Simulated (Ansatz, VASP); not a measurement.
# Hf: VASP beside Ansatz

File POSCAR:

```
Hf
1.0
    3.2387666662      0.0000000000      0.0000000000
   -1.6193833331      2.8048542099      0.0000000000
    0.0000000000      0.0000000000      5.1243576326
Hf
2
Direct
    0.6666666667      0.3333333333      0.7500000000
    0.3333333333      0.6666666667      0.2500000000
```

Contents of INCAR.step1:

```
SYSTEM = Hf
  PREC = Accurate
  ENCUT = 520
  ISMEAR = -1
  SIGMA = 0.05
  LREAL = .FALSE.
  LASPH = .TRUE.
  NELM = 100
  NBANDS = 17
  GGA = PE
  ALGO = Normal
  EDIFF = 1E-4
  LWAVE = .TRUE.
  LCHARG = .FALSE.
```

INCAR.step2

```
SYSTEM = Hf
  PREC = Accurate
  ENCUT = 520
  EDIFF = 1E-6
  ISMEAR = -1
  SIGMA = 0.05
  LREAL = .FALSE.
  LASPH = .TRUE.
  NELM = 100
  ALGO = Normal
  ISIF = 2
  LWAVE = .FALSE.
  LCHARG = .FALSE.
  METAGGA = R2SCAN
  LMIXTAU = .TRUE.
  NBANDS = 17
  ISTART = 1
```

Contents of KPOINTS:

```
Automatic mesh
0
G
  10 10 5
  0 0 0
```

The input input.yaml:

```yaml
crystal:
  lattice:
    - [3.2387666662, 0.0, 0.0]
    - [-1.6193833331, 2.8048542099, 0.0]
    - [0.0, 0.0, 5.1243576326]
  atoms:
    - { symbol: Hf, position: [0.6666666667, 0.3333333333, 0.75] }
    - { symbol: Hf, position: [0.3333333333, 0.6666666667, 0.25] }
hamiltonian:
  xc: r2scan
  pseudopotentials: { kind: paw }
kpoints:
  mp_grid: { grid: [10, 10, 5] }
scf:
  occupations: { method: fermi_dirac, width: 0.05 }
output:
  forces: true
  stress: true
  eigenvalues: true
```

Alike in both runs: task single point; functional r2SCAN; k mesh 10 × 10 × 5; occupations fermi-dirac, width 0.05 eV; no spin polarisation.

```csv
,VASP,Ansatz
version,VASP 6.6.1,Ansatz 0.2.0
potentials or method,"VASP PAW PBE potentials, release 64 (Hf_pv)",Ansatz PAW
plane-wave cutoff (eV),520,500
valence electrons in the cell,20,52
```

|  | VASP | Ansatz | Ansatz less VASP |
| --- | --- | --- | --- |
| gap on the k mesh at the Fermi level (eV) | none | none | - |
| pressure (GPa) | -4.7 | -4.2 | +0.55 |
| largest component of the traceless stress (GPa) | 0.43 | 0.40 | -0.030 |

A gap of «none» marks a metal or a gap that the smearing closes. With one functional, cell and mesh, what is left measures potentials, basis and numerics. The two sets of potentials don't hold the same shells in valence.

Caveats: the PAW data sets were made with another functional, which shifts forces and pressure a little (VASP); the PAW data sets come from PBE, with cores solved anew for the run's functional, which leaves a small shift of forces and pressure (Ansatz). Spin-orbit coupling is left out, which matters for the levels of Hf.
